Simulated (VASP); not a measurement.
A run of VASP 6.6.1 is set up as follows.

INCAR

```
PREC = Accurate
ENCUT = 900
EDIFF = 1E-6
ISMEAR = 0
SIGMA = 0.1
LREAL = False
LASPH = True
NELM = 80
ALGO = Normal
ISIF = 2
LWAVE = False
LCHARG = True
GGA = PS
LELF = True
LVHAR = True
```

KPOINTS

```
Automatic mesh
0
Gamma
  14 14 14
```

The input POSCAR:

```
Sb
1.0
    3.0633500000      0.0000000000      0.0000000000
    0.0000000000      3.0633500000      0.0000000000
    0.0000000000      0.0000000000      3.0633500000
Sb
1
Direct
    0.0000000000      0.0000000000      0.0000000000
```

Potentials or basis: VASP PAW PBE potentials, release 64 (Sb).

Command:

```sh
$ cat potpaw_PBE.64/Sb/POTCAR > POTCAR
$ mpirun -np 1 vasp_std > vasp.out
```

Predict the band gap on the k mesh.

none (metal or under the smearing width).

Predict the pressure.

0.0 GPa.

Caveat: the PAW data sets were made with another functional, which shifts forces and pressure a little. The run has no spin-orbit coupling, so splittings on Sb are missing.
